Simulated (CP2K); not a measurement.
Runs of CP2K 2026.2 on MgO. It takes space group Fm-3m (No. 225, cubic). The conventional cell has a = 4.194 Å, b = 4.194 Å, c = 4.194 Å, α = 90.00°, β = 90.00°, γ = 90.00°. Around Mg (site symmetry m-3m) lie 6 O at 2.10 Å. Around O (site symmetry m-3m) lie 6 Mg at 2.10 Å. The cell is a database's computed one.

| task | level | potentials or basis | smearing | EPS_DEFAULT | NGRIDS | points a segment of the path (NPOINTS) | bands added on the path | cutoff of the non-local correlation (Ry) | gap on the mesh (eV) | pressure (GPa) | V0 of scaled cells (Å³/atom) | B0 (GPa) |
| --- | --- | --- | --- | --- | --- | --- | --- | --- | --- | --- | --- | --- |
| single point | PBEsol | POTENTIAL_UZH Mg GTH-PBE-q10, O GTH-PBE-q6; TZVP-MOLOPT-PBE-GTH basis | fermi-dirac 0.05 eV | 1.0E-10 | 5 | - | - | - | 4.68 | 7.0 | - | - |
| single point | PBE | GTH_POTENTIALS Mg GTH-BLYP-q10, O GTH-BLYP-q6; DZVP-MOLOPT-SR-GTH basis | fermi-dirac 0.05 eV | 1.0E-9 | 4 | - | - | - | 4.77 | 10.4 | - | - |
| band structure | LDA | POTENTIAL_UZH Mg GTH-PBE-q10, O GTH-PBE-q6; TZVP-MOLOPT-PBE-GTH basis | fermi-dirac 0.05 eV | 1.0E-9 | 4 | 6 | 6 | - | 4.56 | (b) | - | - |
| band structure | BLYP | POTENTIAL_UZH Mg GTH-PBE-q10, O GTH-PBE-q6; TZVP-MOLOPT-PBE-GTH basis | fermi-dirac 0.05 eV | 1.0E-9 | 4 | 6 | 6 | - | 5.04 | 13.4 | - | - |
| equation of state | PBEsol | POTENTIAL_UZH Mg GTH-PBE-q10, O GTH-PBE-q6; TZVP-MOLOPT-PBE-GTH basis | fermi-dirac 0.05 eV | 1.0E-10 | 5 | - | - | - | - | - | 9.61 | 156 |
| band structure | rev-vdW-DF2 | POTENTIAL_UZH Mg GTH-PBE-q10, O GTH-PBE-q6; TZVP-MOLOPT-PBE-GTH basis | fermi-dirac 0.05 eV | 1.0E-9 | 4 | 6 | 6 | 300 | 4.84 | (a) | - | - |
| equation of state | r2SCAN | POTENTIAL_UZH Mg GTH-SCAN-q10, O GTH-SCAN-q6; TZVP-MOLOPT-SCAN-GTH basis | fermi-dirac 0.05 eV | 1.0E-9 | 5 | - | - | - | - | - | 9.47 | 169 |
| equation of state | LDA | GTH_POTENTIALS Mg GTH-PADE-q10, O GTH-PADE-q6; TZVP-MOLOPT-PBE-GTH basis | fermi-dirac 0.05 eV | 1.0E-9 | 5 | - | - | - | - | - | 9.24 | 171 |
| single point | PBE | POTENTIAL_UZH Mg GTH-SCAN-q10, O GTH-SCAN-q6; DZVP-MOLOPT-SR-GTH basis | fermi-dirac 0.05 eV | 1.0E-9 | 4 | - | - | - | 4.94 | 10.1 | - | - |
| single point | PBE | POTENTIAL_UZH Mg GTH-PBE-q10, O GTH-PBE-q6; TZVP-MOLOPT-PBE-GTH basis | fermi-dirac 0.05 eV | 1.0E-9 | 4 | - | - | - | 4.82 | 10.9 | - | - |
| single point | PBE | POTENTIAL_UZH Mg GTH-PBE-q10, O GTH-PBE-q6; TZVP-MOLOPT-PBE-GTH basis | gaussian 0.1 eV | 1.0E-10 | 4 | - | - | - | 4.82 | 10.9 | - | - |
| single point | PBE+D3(BJ)+ATM | POTENTIAL_UZH Mg GTH-PBE-q10, O GTH-PBE-q6; TZVP-MOLOPT-PBE-GTH basis | fermi-dirac 0.05 eV | 1.0E-9 | 4 | - | - | - | 4.82 | 6.2 | - | - |

Alike in all rows: no spin polarisation; cell as given; k mesh 11 × 11 × 11.

**Question.** Estimate the missing entries.

**Answer.** (a) 8.3; (b) 1.8.

Caveats: the basis of atomic orbitals isn't converged, which shifts pressures, moduli and gaps; the potentials were made for another functional, which shifts forces and pressure (some runs); an odd mesh through Γ misses points on the zone boundary, where band edges often lie (some runs); the real-space grid breaks the cell's symmetry a little (some runs).

Not every run made on this cell is shown here.
